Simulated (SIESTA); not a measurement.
HfB2:

```
Hf B
1.0
     3.14000    0.00000    0.00000
    -1.57000    2.71932    0.00000
     0.00000    0.00000    3.48000
Hf B
1 2
Direct
  0.00000 0.00000 0.00000
  0.66667 0.33333 0.50000
  0.33333 0.66667 0.50000
```

Base run:

| Property | Result |
| --- | --- |
| Program | SIESTA 5.4.2 |
| Functional | PBE |
| Potentials or basis | PseudoDojo 0.4 standard (PBE files) |
| Basis | DZP (energy shift 0.003 Ry; two zetas on semicore shells) |
| Grid cutoff | 800 Ry |
| Energy shift | 0.003 Ry |
| k mesh | 7 × 7 × 6 |
| Occupations | fermi-dirac, width 0.05 eV |
| Spin | no spin polarisation |

Its results: band gap on the k mesh none (metal or under the smearing width); pressure 2.6 GPa.

**Question.** The run is repeated on the same cell with these changes: basis from DZP (energy shift 0.003 Ry; two zetas on semicore shells) to DZ (energy shift 0.003 Ry; two zetas on semicore shells). What comes out?

**Answer.** Band gap on the k mesh none (metal or under the smearing width); pressure 3.6 GPa.

Caveats: short orbitals over semicore shells can move pressures by several GPa; the basis of atomic orbitals isn't converged, which shifts pressures, moduli and gaps; the basis has no polarisation orbitals (some runs).
